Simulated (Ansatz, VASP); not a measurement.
Two plane-wave programs on MgO

```
Mg O
1.0
     0.00000    2.12663    2.12663
     2.12663    0.00000    2.12663
     2.12663    2.12663    0.00000
Mg O
1 1
Cartesian
  0.0000 0.0000 0.0000
  2.1266 2.1266 2.1266
```

Alike in both runs: task relaxation of cell and atoms; functional PBE; k mesh 10 × 10 × 10; occupations gaussian, width 0.02 eV; no spin polarisation.

|  | VASP | Ansatz |
| --- | --- | --- |
| version | VASP 6.6.1 | Ansatz 0.2.0 |
| potentials or method | VASP PAW PBE potentials, release 64 (Mg, O) | scalar-relativistic, plane waves, PAW |
| plane-wave cutoff (eV) | 600 | 420 |
| valence electrons in the cell | 8 | 16 |

Ansatz gave:

| Quantity | Value |
| --- | --- |
| gap on the k mesh at the Fermi level, each at its own relaxed structure (eV) | 4.46 |
| relaxed volume (Å³/atom) | 9.62 |
| relaxed cell length with the largest relative difference (Å) | 3.008 |

Question: What did VASP give for the same quantities?

Answer: gap on the k mesh at the Fermi level, each at its own relaxed structure (eV): 4.51; relaxed volume (Å³/atom): 9.56; relaxed cell length with the largest relative difference (Å): 3.001.

The two sets of potentials don't hold the same shells in valence.

PBE gaps usually lie below the measured ones, often by a third to a half.
